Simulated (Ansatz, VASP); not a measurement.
This is a calculation of GaN for Ansatz 0.2.0.

Contents of input.yaml:

```yaml
crystal:
  lattice:
    - [0.0, 2.120904132, 2.120904132]
    - [2.120904132, 0.0, 2.120904132]
    - [2.120904132, 2.120904132, 0.0]
  atoms:
    - { symbol: Ga, position: [0.0, 0.0, 0.0] }
    - { symbol: "N", position: [0.5, 0.5, 0.5] }
kpoints:
  mp_grid: { grid: [11, 11, 11] }
scf:
  occupations: { method: fermi_dirac, width: 0.05 }
hamiltonian:
  xc: pbesol
  pseudopotentials: { kind: all_electron, lapw: { basis_error: 0.001 } }
output:
  forces: true
  stress: true
  eigenvalues: true
```

Potentials or basis: all-electron LAPW, scalar-relativistic.

Launch:

```bash
$ ansatz run input.yaml --threads 1 --pin off --max-ram 3072MiB --backend cpu --events-out ev --progress --plain --runs-dir out
```

**Question.** Set up the same calculation for VASP 6.6.1. Potentials there: VASP PAW PBE potentials, release 64 (Ga_d, N).

**Answer.** As run (the cutoff follows the program's own potentials):

The input INCAR:

```
ALGO = Normal
EDIFF = 1E-7
ENCUT = 520
GGA = PS
ISIF = 2
ISMEAR = -1
LASPH = T
LCHARG = F
LREAL = F
LWAVE = F
NBANDS = 16
NELM = 60
PREC = Accurate
SIGMA = 0.05
```

Contents of KPOINTS:

```
k-points
0
Gamma
  11 11 11
```

POSCAR

```
GaN
1.0
    0.0000000000      2.1209041320      2.1209041320
    2.1209041320      0.0000000000      2.1209041320
    2.1209041320      2.1209041320      0.0000000000
Ga N
1 1
Direct
    0.0000000000      0.0000000000      0.0000000000
    0.5000000000      0.5000000000      0.5000000000
```

Potentials or basis: VASP PAW PBE potentials, release 64 (Ga_d, N).

Command:

```bash
$ cat potpaw_PBE.64/Ga_d/POTCAR potpaw_PBE.64/N/POTCAR > POTCAR
$ mpirun -np 1 vasp_std > vasp.out
```

Both were run:

|  | VASP | Ansatz | Ansatz less VASP |
| --- | --- | --- | --- |
| gap on the k mesh at the Fermi level (eV) | 0.59 | 0.60 | +0.010 |
| least direct gap on the mesh (eV) | 2.62 | 2.62 | -0.001 |
| pressure (GPa) | -3.0 | -3.5 | -0.41 |

Ansatz ran all-electron here, so the differences hold the error of VASP's frozen core and of both bases.

Caveats: an odd mesh through Γ misses points on the zone boundary, where band edges often lie; the PAW data sets were made with another functional, which shifts forces and pressure a little (VASP).
